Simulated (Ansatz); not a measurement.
**Fe2Si under changes of volume**

One of the cells (10.779 Å³/atom); the others are scaled copies at fixed shape and fractional positions:

```
CELL_PARAMETERS angstrom
-1.34748 1.34748 4.45257
1.34748 -1.34748 4.45257
1.34748 1.34748 -4.45257
ATOMIC_POSITIONS crystal
Fe 0.66037 0.66037 0.00000
Fe 0.33963 0.33963 0.00000
Si 0.00000 0.00000 0.00000
```

The cell comes from a database or a generator and needn't be the stable form of this composition.

| Property | Result |
| --- | --- |
| Program | Ansatz 0.2.0 |
| Functional | r2SCAN |
| Potentials or basis | Ansatz PAW |
| Cutoff | 500 eV (not typed: the program's choice for these potentials) |
| k mesh | 14 × 14 × 14 |
| Occupations | fermi-dirac, width 0.05 eV |
| Spin | collinear spin, ferromagnetic start |
| Starting moments | [3.0, 3.0, 0.0] μB |

| volume (Å³/atom) | energy over the lowest point (meV/atom) | pressure (GPa) | moment (μB per cell) | largest force (eV/Å) |
| --- | --- | --- | --- | --- |
| 10.133 | 31.97 | 14.1 | 3.01 | 0.577 |
| 10.348 | 16.06 | 9.7 | 3.21 | 0.666 |
| 10.564 | 5.82 | 5.6 | 3.37 | 0.720 |
| 10.779 | 0.67 | 2.1 | 3.53 | 0.761 |
| 10.995 | 0.00 | -1.1 | 3.68 | 0.776 |
| 11.211 | 3.48 | -4.0 | 3.81 | 0.787 |
| 11.426 | ? | ? | ? | ? |

What does the run at 11.426 Å³/atom give?

Energy over the lowest point 10.62 meV/atom; pressure -6.5 GPa; moment 3.95 μB per cell; largest force 0.800 eV/Å.

Worked out: A Birch-Murnaghan fit of order 3 (a polynomial in V^(-2/3)) to the other rows has its minimum at 10.92 Å³/atom with B0 = V·E''(V) = 159 GPa and B' = 4.6 at fixed shape and positions, which overstates the stiffness. It gives 10.53 meV/atom at 11.426 Å³/atom, against the run's 10.62, and -dE/dV = -6.5 GPa, against -6.5. A parabola through the other rows of the moment, of slope 0.51 μB per Å³/atom there, extrapolates to 3.93 μB, against the run's 3.95.

Energies are extrapolated to zero smearing.

Caveats: the magnetic or orbital state may not be the lowest; the PAW data sets come from PBE, with cores solved anew for the run's functional, which leaves a small shift of forces and pressure.
